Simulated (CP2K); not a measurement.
Ga2O3:

```
Ga O
1.0
     3.09853    0.00000    0.00000
     1.54791    2.68419    0.00000
    -0.01917   -0.01108    7.68807
Ga O
2 3
Direct
  0.66685 0.66685 0.31037
  0.33315 0.33315 0.68963
  0.00000 0.00000 0.50000
  0.66820 0.66820 0.82365
  0.33180 0.33180 0.17635
```

The cell was built by a generator and needn't be a form met in nature.

Base run:

| Item | Value |
| --- | --- |
| Program | CP2K 2026.2 |
| Functional | PBE |
| Potentials or basis | POTENTIAL_UZH Ga GTH-PBE-q13, O GTH-PBE-q6; DZVP-MOLOPT-PBE-GTH basis |
| Density cutoff | 11565 eV |
| k mesh | 10 × 10 × 4 |
| Occupations | fermi-dirac, width 0.05 eV |
| Spin | no spin polarisation |

Its results: band gap on the k mesh 1.45 eV, direct; pressure -17.7 GPa; largest force 3.413 eV/Å.

**Question.** The run is repeated on the same cell with these changes: functional from PBE to revPBE. What comes out?

**Answer.** Band gap on the k mesh 1.52 eV, direct; pressure -15.7 GPa; largest force 3.393 eV/Å.

revPBE binds less tightly than PBE, so the same cell stands under more pressure.

Caveats: the basis of atomic orbitals isn't converged, which shifts pressures, moduli and gaps; forces of over 1 eV/Å show positions far from the minimum, so gaps and moduli don't describe the material at rest (some runs); the potentials were made for another functional, which shifts forces and pressure (some runs).
